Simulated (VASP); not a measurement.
# ZrB2 (P6/mmm) in VASP: further runs

The runs below take ZrB2 through RPA correlation energy, equation of state, with PBE, PBEsol.

Everything below comes from runs of VASP 6.6.1. Logs are shortened: lines on timing, memory, paths and dates and some standing lists are left out, and cuts for length are marked.

## Step 1: The crystal as given

The structure is hexagonal, space group P6/mmm (No. 191). Conventional cell: a = 3.170 Å, b = 3.170 Å, c = 3.533 Å, α = 90.00°, β = 90.00°, γ = 120.00°. Around Zr (site symmetry 6/mmm) lie 12 B at 2.54 Å. B (site symmetry -6m2) has 3 B at 1.83 Å as nearest neighbours.

## Step 2: RPA correlation energy, PBE

The input, POSCAR:

```
ZrB2
1.0
    3.1700000000      0.0000000000      0.0000000000
   -1.5850000000      2.7453005300      0.0000000000
    0.0000000000      0.0000000000      3.5330000000
Zr B
1 2
Direct
    0.0000000000      0.0000000000      0.0000000000
    0.6666666667      0.3333333333      0.5000000000
    0.3333333333      0.6666666667      0.5000000000
```

The input, INCAR.step1:

```
PREC = Accurate ; ENCUT = 350
EDIFF = 1E-8 ; ISMEAR = 0
SIGMA = 0.05 ; LREAL = F
LASPH = T ; NELM = 100
ALGO = Normal ; LWAVE = T
LCHARG = F ; GGA = PE
```

The input, INCAR.step2:

```
PREC = Accurate ; ENCUT = 350
EDIFF = 1E-8 ; ISMEAR = 0
SIGMA = 0.05 ; LREAL = F
LASPH = T ; NELM = 1
ALGO = EIGENVAL ; LWAVE = F
LCHARG = F ; GGA = PE
LHFCALC = T ; AEXX = 1.0
ALDAC = 0.0 ; AGGAC = 0.0
ISTART = 1 ; PRECFOCK = Fast
```

The input, INCAR.step3:

```
PREC = Accurate ; ENCUT = 350
EDIFF = 1E-8 ; ISMEAR = 0
SIGMA = 0.05 ; LREAL = F
LASPH = T ; NELM = 1
ALGO = Exact ; LWAVE = T
LCHARG = F ; GGA = PE
NBANDS = 470 ; LOPTICS = T
ISTART = 1
```

The input, INCAR.step4:

```
PREC = Accurate ; ENCUT = 350
EDIFF = 1E-8 ; ISMEAR = 0
SIGMA = 0.05 ; LREAL = F
LASPH = T ; NELM = 100
ALGO = ACFDT ; LWAVE = F
LCHARG = F ; GGA = PE
NBANDS = 470 ; ENCUTGW = 200
NOMEGA = 8 ; ISTART = 1
PRECFOCK = Fast
```

The input, KPOINTS:

```
regular mesh
0
Gamma
  5 5 4
```

Potentials or basis: VASP PAW PBE potentials, release 64 (Zr_sv_GW, B_GW).

Launch:

```bash
> cat potpaw_PBE.64/Zr_sv_GW/POTCAR potpaw_PBE.64/B_GW/POTCAR > POTCAR
> cp INCAR.step1 INCAR
> mpirun -np 1 vasp_std > vasp.out
> cp INCAR.step2 INCAR
> mpirun -np 1 vasp_std > vasp.out
> cp INCAR.step3 INCAR
> mpirun -np 1 vasp_std > vasp.out
> cp INCAR.step4 INCAR
> mpirun -np 1 vasp_std > vasp.out
```

OUTCAR:

```text
PREC = Accurate
   ENCUT = 350
   EDIFF = 1E-8
   ISMEAR = 0
   LREAL = F
   LASPH = T
   NELM = 100
   GGA = PE
   ENCUTGW = 200
   ISTART = 1
   PRECFOCK = Fast

 ion  position               nearest neighbor table
   1  0.000  0.000  0.000-
   2  0.667  0.333  0.500-   3 1.83   3 1.83   3 1.83
   3  0.333  0.667  0.500-   2 1.83   2 1.83   2 1.83

  LATTYP: Found a hexagonal cell.
 ALAT       =     3.1700000000
 C/A-ratio  =     1.1145110410

  Lattice vectors:

 A1 = (   3.1700000000,   0.0000000000,   0.0000000000)
 A2 = (  -1.5850000000,   2.7453005300,   0.0000000000)
 A3 = (   0.0000000000,   0.0000000000,   3.5330000000)

Analysis of symmetry for initial positions (statically):
=====================================================================
 Subroutine PRICEL returns:
 Original cell was already a primitive cell.

 Routine SETGRP: Setting up the symmetry group for a
 hexagonal supercell.

 Subroutine GETGRP returns: Found 24 space group operations
 (whereof 24 operations were pure point group operations)
 out of a pool of 24 trial point group operations.

The static configuration has the point symmetry D_6h.

Analysis of symmetry for dynamics (positions and initial velocities):
=====================================================================
 Subroutine PRICEL returns:
 Original cell was already a primitive cell.

 Routine SETGRP: Setting up the symmetry group for a
 hexagonal supercell.

 Subroutine GETGRP returns: Found 24 space group operations
 (whereof 24 operations were pure point group operations)
 out of a pool of 24 trial point group operations.

The dynamic configuration has the point symmetry D_6h.

 Subroutine INISYM returns: Found 24 space group operations
 (whereof 24 operations are pure point group operations),
 and found     1 'primitive' translations

----------------------------------------------------------------------------------------

                                     Primitive cell

  volume of cell :      30.7463

  direct lattice vectors                    reciprocal lattice vectors
     3.170000000  0.000000000  0.000000000     0.315457413  0.182129422  0.000000000
    -1.585000000  2.745300530  0.000000000     0.000000000  0.364258845  0.000000000
     0.000000000  0.000000000  3.533000000     0.000000000  0.000000000  0.283045570

  length of vectors
     3.170000000  3.170000000  3.533000000     0.364258845  0.364258845  0.283045570

  position of ions in fractional coordinates (direct lattice)
     0.000000000  0.000000000  0.000000000
     0.666666667  0.333333333  0.500000000
     0.333333333  0.666666667  0.500000000

  ion indices of the primitive-cell ions
   primitive index   ion index
                 1           1
                 2           2
                 3           3

----------------------------------------------------------------------------------------

 KPOINTS: regular mesh

Automatic generation of k-mesh.
 Grid dimensions read from file:
 generate k-points for:    5    5    4

 Generating k-lattice:

  Cartesian coordinates                     Fractional coordinates (reciprocal lattice)
     0.063091483  0.036425884  0.000000000     0.200000000  0.000000000  0.000000000
     0.000000000  0.072851769  0.000000000     0.000000000  0.200000000  0.000000000
     0.000000000  0.000000000  0.070761393     0.000000000  0.000000000  0.250000000

  Length of vectors
     0.072851769  0.072851769  0.070761393

  Shift w.r.t. Gamma in fractional coordinates (k-lattice)
     0.000000000  0.000000000  0.000000000

 Subroutine IBZKPT returns following result:
 ===========================================

 Found     15 irreducible k-points:

 Following reciprocal coordinates:
            Coordinates               Weight
  0.000000  0.000000  0.000000      1.000000
  0.200000 -0.000000  0.000000      6.000000
  0.400000  0.000000  0.000000      6.000000
  0.200000  0.200000  0.000000      6.000000
  0.400000  0.200000  0.000000      6.000000
  0.000000  0.000000  0.250000      2.000000
  0.200000 -0.000000  0.250000     12.000000
  0.400000  0.000000  0.250000     12.000000
  0.200000  0.200000  0.250000     12.000000
  0.400000  0.200000  0.250000     12.000000
  0.000000  0.000000  0.500000      1.000000
  0.200000 -0.000000  0.500000      6.000000
  0.400000  0.000000  0.500000      6.000000
  0.200000  0.200000  0.500000      6.000000
  0.400000  0.200000  0.500000      6.000000
   k-points           NKPTS =     15   k-points in BZ     NKDIM =    100   number of bands    NBANDS=    470
   number of dos      NEDOS =    301   number of ions     NIONS =      3
   total plane-waves  NPLWV =   9600
   dimension x,y,z NGX =    20 NGY =   20 NGZ =   24
   dimension x,y,z NGXF=    40 NGYF=   40 NGZF=   48
   ions per type =               1   2
   NGX,Y,Z   is equivalent  to a cutoff of  10.49, 10.49, 11.29 a.u.
   NGXF,Y,Z  is equivalent  to a cutoff of  20.98, 20.98, 22.59 a.u.
 SYSTEM =  unknown system
   PREC   = accura    normal or accurate (medium, high low for compatibility)
   ISTART =      1    job   : 0-new  1-cont  2-samecut
   ICHARG =      0    charge: 1-file 2-atom 10-const
   ISPIN  =      1    spin polarized calculation?
   LNONCOLLINEAR =      F non collinear calculations
   LSORBIT =      F    spin-orbit coupling
   LASPH  =      T    aspherical Exc in radial PAW
   ENCUT  =  350.0 eV  25.72 Ry    5.07 a.u.   4.84  4.84  5.39*2*pi/ulx,y,z
   NELM   =    100;   NELMIN=  2; NELMDL=  0     # of ELM steps
   EDIFF  = 0.1E-07   stopping-criterion for ELM
   LREAL  =      F    real-space projection
   EDIFFG = 0.1E-06   stopping-criterion for IOM
   NSW    =      0    number of steps for IOM
   IBRION =     -1    ionic relax: 0-MD 1-quasi-New 2-CG
   NFREE  =      0    steps in history (QN), initial steepest desc. (CG)
   ISIF   =      0    stress and relaxation
   ISYM   =      3    0-nonsym 1-usesym 2-fastsym
   POTIM  = 0.5000    time-step for ionic-motion
   TEBEG  =    0.0;   TEEND  =   0.0 temperature during run
   PSTRESS=    0.0 pullay stress
   NELECT =      18.0000    total number of electrons
   NUPDOWN=      -1.0000    fix difference up-down
   EMIN   =  10.00;   EMAX   =-10.00  energy-range for DOS
   EFERMI =   0.00;   METHOD = LEGACY
   ISMEAR =     0;   SIGMA  =   0.05  broadening in eV -4-tet -1-fermi 0-gaus
   EFERMI_NEDOS =   21; number of points for ismear=-14 and -15
   IALGO  =     38    algorithm
   IMIX   =      4    mixing-type and parameters
     AMIX     =   0.40;   BMIX     =  1.00
     AMIX_MAG =   1.60;   BMIX_MAG =  1.00
  volume/ion in A,a.u.               =      10.25        69.16
  Fermi-wavevector in a.u.,A,eV,Ry     =   1.369519  2.588016 25.518847  1.875582
  Thomas-Fermi vector in A             =   2.495387
   LORBIT       =      0    0 simple, 1 ext, 2 COOP (PROOUT), +10 PAW based schemes
   GGA     = PE    functional components
   LHFCALC =     T    Hartree Fock is set to
   PRECFOCK=fast      Normal, Fast or Accurate (Low or Medium for compatibility)
   ENCUT4O =  -1.0   cutoff for four orbital integrals eV
   NKREDX  =     1    reduce k-point grid by
   NKREDY  =     1    reduce k-point grid by
   NKREDZ  =     1    reduce k-point grid by
   AEXX    =    1.0000 exact exchange contribution
   HFSCREEN=    0.0000 screening length (either q_TF or 0.3 A-1)
   HFSCREENC=   0.0000 screening length for correlation (either q_TF or 0.3 A-1)
   ENCUTFOCK=  -1.0 apply spherical cutoff to Coloumb kernel
   IVDW    =     0    specifies the selected vdW correction
   LEPSILON=     F    determine dielectric tensor
   LRPA    =     F    only Hartree local field effects (RPA)
   LRPAFORCE           =     F    calculate RPA forces
   ENCUTGW             = 200.0    cutoff for response function in eV
   ENCUTGWSOFT         = 160.0    soft cutoff for Coulomb kernel in GW response function in eV
   ENCUTLF             =  -1.0    cutoff for local field effects
   NELMGW              =     1    number of iterations in solving QP/BSE equation
   NELMHF              =     1    number of iterations in the inner HF iteration
   NKREDLFX            =     1    NKREDLFY  =   1   NKREDLFZ  =   1
 non-spin polarized calculation
 Gauss-broadening in eV      SIGMA  =   0.05
  energy-cutoff  :      350.00
  volume of cell :       30.75
 maximum number of plane-waves:       470
 NGX is ok and might be reduce to    20
  NGX = 12; NGY = 12; NGZ = 14
   NGX =  9   NGY =  9   NGZ = 11
 maximum number of plane-waves:       213

      cutoff energy     smooth cutoff   RPA   correlation   Hartree contr. to MP2
---------------------------------------------------------------------------------
            200.000           160.000      -27.7124764112      -52.8177488069
            190.476           152.381      -27.5060529107      -52.5867089881
            181.406           145.125      -27.2892768813      -52.3426969180
            172.768           138.214      -27.0640203534      -52.0875770279
            164.541           131.632      -26.8302799267      -51.8209739061
            156.705           125.364      -26.5868133493      -51.5412905643
            149.243           119.394      -26.3365893926      -51.2516046133
            142.136           113.709      -26.0761514610      -50.9475893674
  linear regression
  converged value                          -30.1305900546      -55.5878423199
```

Wall time 17 min (1 thread of Intel Xeon Platinum 8375C at 2.90GHz (Ice Lake), shared host); peak memory 0.57 GiB.

Results:

* Band gap on the k mesh, mean-field level: none (metal or under the smearing width)
* RPA correlation energy: -10.044 eV/atom
* RPA total energy per cell: -68.931 eV
* RPA correlation energy per cell: -30.131 eV

Caveat: the k mesh is coarse (spacing up to 0.46 Å⁻¹), so the values aren't converged; the cutoff is under 1.25 times the usual one of these potentials, so pressure, stress and relaxed cells hold a basis-set (Pulay) error; the ground state has no gap, which makes the many-body step unreliable.

## Step 3: Equation of state, PBEsol, 9.68 Å³/atom (a relaxed cell with its volume scaled by 0.96)

The input, INCAR:

```
  PREC = Accurate
  ENCUT = 520
  EDIFF = 1E-6
  ISMEAR = -1
  SIGMA = 0.05
  LREAL = False
  LASPH = True
  NELM = 60
  ALGO = Fast
  ISIF = 2
  LWAVE = False
  LCHARG = False
  GGA = PS
```

The input, KPOINTS:

```
Automatic mesh
0
Gamma
  8 8 8
```

The input, POSCAR:

```
ZrB2                                    
1.0
    3.1149946507      0.0000000000      0.0000000000
   -1.5574973254      2.6976645002      0.0000000000
    0.0000000000      0.0000000000      3.4572289380
  Zr              B             
     1     2
Direct
     0.0000000000000000    0.0000000000000000    1.0000000000000000
     0.6666666667000030    0.3333333332999970    0.5000000000000000
     0.3333333332999970    0.6666666667000030    0.5000000000000000
```

Potentials or basis: VASP PAW PBE potentials, release 64 (Zr_sv, B).

Launch:

```bash
> cat potpaw_PBE.64/Zr_sv/POTCAR potpaw_PBE.64/B/POTCAR > POTCAR
> mpirun -np 1 vasp_std > vasp.out
```

It took 29 s on 1 thread of Intel Xeon Platinum 8488C (Sapphire Rapids), shared host; peak memory 0.14 GiB.

Results (log left out):

| Item | Value |
| --- | --- |
| Free energy | -26.3601 eV |
| Pressure | 11.1 GPa |
| Band gap on the k mesh | none (metal or under the smearing width) |

Caveat: the PAW data sets were made with another functional, which shifts forces and pressure a little.

## Step 4: Equation of state, PBEsol, 9.89 Å³/atom (a relaxed cell with its volume scaled by 0.98)

INCAR is that of step 3.

KPOINTS is that of step 3.

The input, POSCAR:

```
ZrB2                                    
1.0
    3.1364780513      0.0000000000      0.0000000000
   -1.5682390257      2.7162696709      0.0000000000
    0.0000000000      0.0000000000      3.4810726496
  Zr              B             
     1     2
Direct
     0.0000000000000000    0.0000000000000000    1.0000000000000000
     0.6666666667000030    0.3333333332999970    0.5000000000000000
     0.3333333332999970    0.6666666667000030    0.5000000000000000
```

Launch:

```bash
> cat potpaw_PBE.64/Zr_sv/POTCAR potpaw_PBE.64/B/POTCAR > POTCAR
> mpirun -np 1 vasp_std > vasp.out
```

It took 28 s on 1 thread of Intel Xeon Platinum 8488C (Sapphire Rapids), shared host; peak memory 0.14 GiB.

Results (log left out):

- Free energy: -26.3913 eV
- Pressure: 5.3 GPa
- Band gap on the k mesh: none (metal or under the smearing width)

Caveat: the PAW data sets were made with another functional, which shifts forces and pressure a little.

## Step 5: Equation of state, PBEsol, 10.09 Å³/atom

INCAR is that of step 4.

KPOINTS is that of step 4.

The input, POSCAR:

```
ZrB2                                    
1.0
    3.1576711135      0.0000000000      0.0000000000
   -1.5788355567      2.7346234011      0.0000000000
    0.0000000000      0.0000000000      3.5045941243
  Zr              B             
     1     2
Direct
     0.0000000000000000    0.0000000000000000    1.0000000000000000
     0.6666666667000030    0.3333333332999970    0.5000000000000000
     0.3333333332999970    0.6666666667000030    0.5000000000000000
```

Launch:

```bash
> cat potpaw_PBE.64/Zr_sv/POTCAR potpaw_PBE.64/B/POTCAR > POTCAR
> mpirun -np 1 vasp_std > vasp.out
```

Run time: 27 s. Hardware: 1 thread of Intel Xeon Platinum 8488C (Sapphire Rapids), shared host; peak memory 0.14 GiB.

Results (log left out):

```yaml
Free_energy: -26.4015 eV
Pressure: 0.0 GPa
Band_gap_on_the_k_mesh: none (metal or under the smearing width)
```

Caveat: the PAW data sets were made with another functional, which shifts forces and pressure a little.

## Step 6: Equation of state, PBEsol, 10.29 Å³/atom (a relaxed cell with its volume scaled by 1.02)

INCAR is that of step 5.

KPOINTS is that of step 5.

The input, POSCAR:

```
ZrB2                                    
1.0
    3.1785834521      0.0000000000      0.0000000000
   -1.5892917261      2.7527340176      0.0000000000
    0.0000000000      0.0000000000      3.5278040333
  Zr              B             
     1     2
Direct
     0.0000000000000000    0.0000000000000000    1.0000000000000000
     0.6666666667000030    0.3333333332999970    0.5000000000000000
     0.3333333332999970    0.6666666667000030    0.5000000000000000
```

Potentials or basis: VASP PAW PBE potentials, release 64 (Zr_sv, B).

Launch:

```bash
> cat potpaw_PBE.64/Zr_sv/POTCAR potpaw_PBE.64/B/POTCAR > POTCAR
> mpirun -np 1 vasp_std > vasp.out
```

It took 36 s on 1 thread of Intel Xeon Platinum 8488C (Sapphire Rapids), shared host; peak memory 0.15 GiB.

It converged, with:

| Property | Result |
| --- | --- |
| Free energy | -26.3928 eV |
| Pressure | -4.8 GPa |
| Band gap on the k mesh | none (metal or under the smearing width) |

Caveat: the PAW data sets were made with another functional, which shifts forces and pressure a little.

## Step 7: Equation of state, PBEsol, 10.49 Å³/atom (a relaxed cell with its volume scaled by 1.04)

INCAR is that of step 6.

KPOINTS is that of step 6.

The input, POSCAR:

```
ZrB2                                    
1.0
    3.1992241828      0.0000000000      0.0000000000
   -1.5996120914      2.7706094147      0.0000000000
    0.0000000000      0.0000000000      3.5507124936
  Zr              B             
     1     2
Direct
     0.0000000000000000    0.0000000000000000    1.0000000000000000
     0.6666666667000030    0.3333333332999970    0.5000000000000000
     0.3333333332999970    0.6666666667000030    0.5000000000000000
```

Launch:

```bash
> cat potpaw_PBE.64/Zr_sv/POTCAR potpaw_PBE.64/B/POTCAR > POTCAR
> mpirun -np 1 vasp_std > vasp.out
```

Wall time 30 s (1 thread of Intel Xeon Platinum 8488C (Sapphire Rapids), shared host); peak memory 0.15 GiB.

Results (log left out):

* Free energy: -26.3669 eV
* Pressure: -9.1 GPa
* Band gap on the k mesh: none (metal or under the smearing width)

Caveat: the PAW data sets were made with another functional, which shifts forces and pressure a little.

## Step 8: Equation of state, PBEsol

This run uses another cell than the first one, of 10.09 Å³/atom, 0.984 times its volume.

Potentials or basis: VASP PAW PBE potentials, release 64 (Zr_sv, B).

No new run: the results of the series are fitted here.

What came out:

* Equilibrium volume: 10.09 Å³/atom
* Bulk modulus at fixed shape and positions: 250 GPa
* Pressure derivative of the bulk modulus: 3.9 (rough: it moves with the points fitted)

Energy against volume, from the lowest point:
```
volume (Å³/atom)  energy (meV/atom)
           9.684              13.81
           9.886               3.41
          10.087               0.00
          10.289               2.91
          10.491              11.55
```

Caveat: the cell was scaled at fixed shape and fractional positions, which overstates the stiffness of a crystal with free parameters, most of all of layers and chains; the PAW data sets were made with another functional, which shifts forces and pressure a little.

## Step 9: The reference run

An earlier run on the cell as given: functional PBEsol; potentials or basis VASP PAW PBE potentials, release 64 (Zr_sv, B); cutoff 520 eV; k mesh 10 × 10 × 8; occupations fermi-dirac, width 0.05 eV; no spin polarisation.

- Pressure: -3.8 GPa
- Band gap on the k mesh: none (metal or under the smearing width)
